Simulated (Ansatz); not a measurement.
# Structure types of Rb compared at 10 GPa

Structure types of Rb are relaxed in primitive cells with their symmetry kept at 10 GPa, on PAW files; LAPW relaxes the small cells further and takes the PAW cell for the others (marked *). The enthalpy is E + pV at zero temperature, without zero-point motion. Only the types listed were tried, and differences under about 5 meV/atom are mesh noise. The real phase may be another.

Computed with Ansatz 0.2.0; functional PBE, scalar-relativistic. Settings: Fermi–Dirac smearing of 0.08 eV, no spin polarisation. Methods: LAPW: all electrons, basis error target 0.5 meV/atom; PAW: frozen-core files, cutoff 420 eV.

k meshes: fcc 12×12×12, bcc 13×13×13, hcp 12×12×7, diamond 9×9×9, omega 6×6×9, hP4 7×7×5.

**Question.** Which type is lowest in enthalpy, and by how much?

**Answer.** fcc, 9 meV/atom below hcp. The whole table:

| start type | ends as | a, b, c (Å) | V (Å³/atom) | H − H(lowest), LAPW (meV/atom) | same, PAW |
| --- | --- | --- | --- | --- | --- |
| fcc | fcc, Fm-3m | 5.358, 5.358, 5.358 | 38.45 | 0.0 | 0.0 |
| bcc | bcc, Im-3m | 4.286, 4.286, 4.286 | 39.36 | 19.6 | 19.6 |
| hcp | hcp, P6_3/mmc | 3.786, 3.786, 6.255 | 38.82 | 8.7 | 8.7 |
| diamond | diamond, Fd-3m | 6.864, 6.864, 6.864 | 40.42 | 585.5 | 585.4 |
| omega | omega, P6/mmm | 6.096, 6.096, 3.640 | 39.05 | 19.5 | 19.4 |
| hP4* | hP4, P6_3/mmc | 4.835, 4.835, 7.228 | 36.58 | 143.7 | 143.7 |

**Question.** Split the lead of fcc over hcp into energy and pV.

**Answer.** For hcp less fcc: ΔE = -14.0 meV/atom, and p·ΔV = 10 GPa × +0.3637 Å³ × 6.242 meV/(GPa·Å³) = +22.7 meV/atom, together 8.7 meV/atom. fcc wins by its smaller volume, against the internal energy.
